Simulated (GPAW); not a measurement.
Crystal: TiCo.

```
CELL_PARAMETERS angstrom
2.98611 0.00000 0.00000
0.00000 2.98611 0.00000
0.00000 0.00000 2.98611
ATOMIC_POSITIONS crystal
Co 0.50000 0.50000 0.50000
Ti 0.00000 0.00000 0.00000
```

The cell comes from a database or a generator and needn't be the stable form of this composition.

Base run:

```yaml
Program: GPAW 26.7.0
Functional: LDA
Potentials_or_basis: the program's PAW data sets (release 1.2.1) made for this functional
Cutoff: 600 eV
Basis: pw
k_mesh: 9 × 9 × 9
Occupations: fermi-dirac, width 0.05 eV
Spin: collinear spin, ferromagnetic start
Starting_moments: "[2.0, 1.0] μB"
```

Its results: band gap on the k mesh none (metal or under the smearing width); pressure -15.1 GPa.

**Question.** The run is repeated on the same cell with these changes: spin from collinear spin, ferromagnetic start to no spin polarisation. What comes out?

**Answer.** Band gap on the k mesh none (metal or under the smearing width); pressure -15.5 GPa.
